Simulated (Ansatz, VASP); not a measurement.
**Mo in VASP and in Ansatz**

The input INCAR:

```
PREC     = Accurate       # precision mode
ENCUT    = 520            # plane-wave cutoff, eV
EDIFF    = 1E-6           # SCF threshold, eV
ISMEAR   = 0              # smearing method
SIGMA    = 0.15           # smearing width, eV
LREAL    = False          # projectors in reciprocal space
LASPH    = True           # aspherical terms in the spheres
NELM     = 100            # most SCF steps
ALGO     = Fast           # electronic algorithm
ISIF     = 2              # what is computed and relaxed
LWAVE    = False          # write WAVECAR
LCHARG   = False          # write CHGCAR
GGA      = PE             # functional
NBANDS   = 13             # bands
```

Contents of KPOINTS:

```
Automatic mesh
0
Gamma
  22 22 22
```

The input POSCAR:

```
Mo
1.0
    0.0000000000      2.2180023110      1.6286790970
    2.2180023110      0.0000000000      1.6286790970
    2.2180023110      2.2180023110      0.0000000000
Mo
1
Direct
    0.0000000000      0.0000000000      0.0000000000
```

Input for Ansatz:

```yaml
crystal:
  lattice:
    - [0.0, 2.218002311, 1.628679097]
    - [2.218002311, 0.0, 1.628679097]
    - [2.218002311, 2.218002311, 0.0]
  atoms:
    - { symbol: Mo, position: [0.0, 0.0, 0.0] }
basis:
  ecutwfc: 420
kpoints:
  mp_grid: { grid: [22, 22, 22] }
hamiltonian:
  xc: pbe
scf:
  occupations: { method: gaussian, width: 0.15 }
output:
  forces: true
  stress: true
  eigenvalues: true
```

Alike in both runs: task single point; functional PBE; k mesh 22 × 22 × 22; occupations gaussian, width 0.15 eV; no spin polarisation.

```csv
,VASP,Ansatz
version,VASP 6.6.1,Ansatz 0.2.0
potentials or method,"VASP PAW PBE potentials, release 64 (Mo_sv)","scalar-relativistic, plane waves, PAW"
plane-wave cutoff (eV),520,420
valence electrons in the cell,14,14
```

Ansatz gave:

| Item | Value |
| --- | --- |
| gap on the k mesh at the Fermi level (eV) | none |
| pressure (GPa) | -3.5 |
| largest component of the traceless stress (GPa) | 7.01 |

Problem. Which values does VASP return?

Solution. gap on the k mesh at the Fermi level (eV): none; pressure (GPa): -3.0; largest component of the traceless stress (GPa): 7.01.

A gap of «none» marks a metal or a gap that the smearing closes.
